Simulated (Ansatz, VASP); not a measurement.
# One calculation of SiC, two programs

```xyz
2
Lattice="-0.0103 2.1783 2.1975 2.1783 -0.0103 2.1975 2.1680 2.1680 0.0000" Properties=species:S:1:pos:R:3 pbc="T T T"
Si    0.0000    0.0000   -0.0020
C     1.0840    1.0840    1.1008
```

Change from the starting cell: strained cell.

Alike in both runs: task relaxation of the atoms; functional PBE; k mesh 10 × 10 × 10; occupations gaussian, width 0.02 eV; no spin polarisation.

|  | VASP | Ansatz |
| --- | --- | --- |
| version | VASP 6.6.1 | Ansatz 0.2.0 |
| potentials or method | VASP PAW PBE potentials, release 64 (Si, C) | scalar-relativistic, plane waves, PAW |
| plane-wave cutoff (eV) | 520 | 420 |
| valence electrons in the cell | 8 | 8 |

|  | VASP | Ansatz | Ansatz less VASP |
| --- | --- | --- | --- |
| gap on the k mesh at the Fermi level, each at its own relaxed structure (eV) | 1.27 | 1.27 | +0.003 |

Ansatz warned: «stress_scf_threshold_loose».

Caveats: the relaxation stopped at its first step, so nothing moved. A k mesh can miss the band edges.
